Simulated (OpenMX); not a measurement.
The system is HgTe (Coloradoite).

```
Hg Te
1.0
     0.00000    3.21450    3.21450
     3.21450    0.00000    3.21450
     3.21450    3.21450    0.00000
Hg Te
1 1
Direct
  0.00000 0.00000 0.00000
  0.75000 0.75000 0.75000
```

Base run:

| Quantity | Value |
| --- | --- |
| Program | OpenMX 3.8.5 |
| Functional | PBE |
| Potentials or basis | OpenMX 2013 PBE set, Hg8.0-s3p2d2f1, Te7.0-s3p2d2f1, grid cutoff 500 Ry |
| k mesh | 7 × 7 × 7 |
| Occupations | fermi-dirac, width 0.05 eV |
| Spin | no spin polarisation |

Its results: pressure 6.6 GPa.

**Question.** The run is repeated on the same cell with these changes: potentials or basis from OpenMX 2013 PBE set, Hg8.0-s3p2d2f1, Te7.0-s3p2d2f1, grid cutoff 500 Ry to OpenMX 2013 PBE set, Hg8.0-s3p2d2f2, Te7.0-s3p3d2f1, grid cutoff 500 Ry. What comes out?

**Answer.** Pressure 5.8 GPa.

Caveats: the basis of atomic orbitals isn't converged, which shifts pressures, moduli and gaps.
